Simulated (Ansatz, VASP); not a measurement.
Two plane-wave programs on SrCl2

```
Sr Cl
1.0
     0.00000    3.49758    3.49758
     3.49758    0.00000    3.49758
     3.49758    3.49758    0.00000
Sr Cl
1 2
Direct
  0.00000 0.00000 0.00000
  0.25000 0.25000 0.25000
  0.75000 0.75000 0.75000
```

Alike in both runs: functional r2SCAN; k mesh 6 × 6 × 6; occupations gaussian, width 0.02 eV; no spin polarisation.

Ansatz relaxed the structure, and its values are those at the end. VASP's run is a single point on that final structure, the one shown.

|  | VASP | Ansatz |
| --- | --- | --- |
| version | VASP 6.6.1 | Ansatz 0.2.0 |
| potentials or method | VASP PAW PBE potentials, release 64 (Sr_sv, Cl) | scalar-relativistic, plane waves, PAW |
| plane-wave cutoff (eV) | 520 | 500 |
| valence electrons in the cell | 24 | 24 |

|  | VASP | Ansatz | Ansatz less VASP |
| --- | --- | --- | --- |
| gap on the k mesh at the Fermi level (eV) | 5.94 | 5.94 | +0.001 |
| least direct gap on the mesh (eV) | 5.99 | 5.99 | 0.000 |
| pressure (GPa) | 0.0 | 0.0 | -0.04 |

Caveats: the PAW data sets were made with another functional, which shifts forces and pressure a little (VASP). A k mesh can miss the band edges. r2SCAN opens gaps a little over a GGA but as a rule still falls short of measured ones.
